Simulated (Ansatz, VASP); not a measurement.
**Al: VASP beside Ansatz**

```
CELL_PARAMETERS angstrom
2.81246 0.00000 0.00000
-1.40623 2.43566 0.00000
0.00000 0.00000 4.86685
ATOMIC_POSITIONS crystal
Al 0.33333 0.66667 0.25000
Al 0.66667 0.33333 0.75000
```

Alike in both runs: task relaxation of cell and atoms; functional PBEsol; k mesh 11 × 11 × 6; occupations fermi-dirac, width 0.05 eV; no spin polarisation.

|  | VASP | Ansatz |
| --- | --- | --- |
| version | VASP 6.6.1 | Ansatz 0.2.0 |
| potentials or method | VASP PAW PBE potentials, release 64 (Al), cutoff 600 eV | all-electron LAPW, scalar-relativistic |

```tsv
	VASP	Ansatz	Ansatz less VASP
relaxed volume (Å³/atom)	16.33	16.31	-0.015
relaxed cell length with the largest relative difference (Å)	2.836	2.835	-0.0009
energy change over the relaxation (meV/atom)	-11	-11	0.0
```

Ansatz ran all-electron here, so the differences hold the error of VASP's frozen core and of both bases.

Caveats: the PAW data sets were made with another functional, which shifts forces and pressure a little (VASP).
